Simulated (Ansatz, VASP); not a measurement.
This is a calculation of Os (Osmium) for VASP 6.6.1. 

INCAR

```
SYSTEM = Os
PREC = Accurate
ENCUT = 600
EDIFF = 1E-6
ISMEAR = -1
SIGMA = 0.05
LREAL = .False.
LASPH = .True.
NELM = 80
ALGO = Fast
ISIF = 3
LWAVE = .False.
LCHARG = .False.
GGA = PS
IVDW = 12
IBRION = 2
NSW = 40
EDIFFG = -0.005
```

Contents of KPOINTS:

```
regular mesh
0
Gamma
  11 11 6
  0 0 0
```

File POSCAR:

```
Os
1.0
    2.7341000000      0.0000000000      0.0000000000
   -1.3670500000      2.3678000565      0.0000000000
    0.0000000000      0.0000000000      4.3197000000
Os
2
Direct
    0.6666666667      0.3333333333      0.7500000000
    0.3333333333      0.6666666667      0.2500000000
```

Potentials or basis: VASP PAW PBE potentials, release 64 (Os).

The run is started by

```console
$ cat potpaw_PBE.64/Os/POTCAR > POTCAR
$ mpirun -np 1 vasp_std > vasp.out
```

Translate it to Ansatz 0.2.0. Potentials or basis there: Ansatz PAW, cutoff 420 eV.

As run (cutoffs and basis follow the program's own potentials, and thresholds, step limits or extra output files can differ):

input.yaml

```yaml
crystal:
  lattice:
    - [2.7341, 0.0, 0.0]
    - [-1.36705, 2.3678000565, 0.0]
    - [0.0, 0.0, 4.3197]
  atoms:
    - { symbol: Os, position: [0.6666666667, 0.3333333333, 0.75] }
    - { symbol: Os, position: [0.3333333333, 0.6666666667, 0.25] }
hamiltonian:
  xc: pbesol
  pseudopotentials: { kind: paw }
  dispersion: d3bj
kpoints:
  mp_grid: { grid: [11, 11, 6] }
scf:
  occupations: { method: fermi_dirac, width: 0.05 }
output:
  forces: true
  stress: true
  write_density: true
  write_potential: true
  elf: true
  volumetric_format: npy
relax:
  f_tol: 0.01
  max_steps: 40
  cell: { stress_tol: 0.05 }
```

Potentials or basis: Ansatz PAW.

The run is started by

```bash
$ ansatz run input.yaml --threads 2 --pin off --max-ram 5120MiB --backend cpu --events-out ev --progress --plain --runs-dir out
```

Both were run:

|  | VASP | Ansatz |
| --- | --- | --- |
| Relaxed volume | 13.67 Å³/atom | 13.65 Å³/atom |
| Relaxed cell | a = 2.713 Å, b = 2.713 Å, c = 4.290 Å, α = 90.00°, β = 90.00°, γ = 120.00° | a = 2.711 Å, b = 2.711 Å, c = 4.288 Å, α = 90.00°, β = 90.00°, γ = 120.00° |
| Space group after relaxing | P6_3/mmc (No. 194) | P6_3/mmc (No. 194) |
| Pressure after relaxing | 0.0 GPa | 0.0 GPa |

Ansatz's pressure holds a Pulay term of +0.08 GPa for its cutoff of 420 eV, which the other run lacks.

The potentials hold 16 and 32 valence electrons a cell.

VASP's potentials were made for PBE. Ansatz's potentials were made for PBE.

Where Ansatz's input types no cutoff or centring, it takes its own default and a Γ-centred mesh.

Pressure is positive in compression.
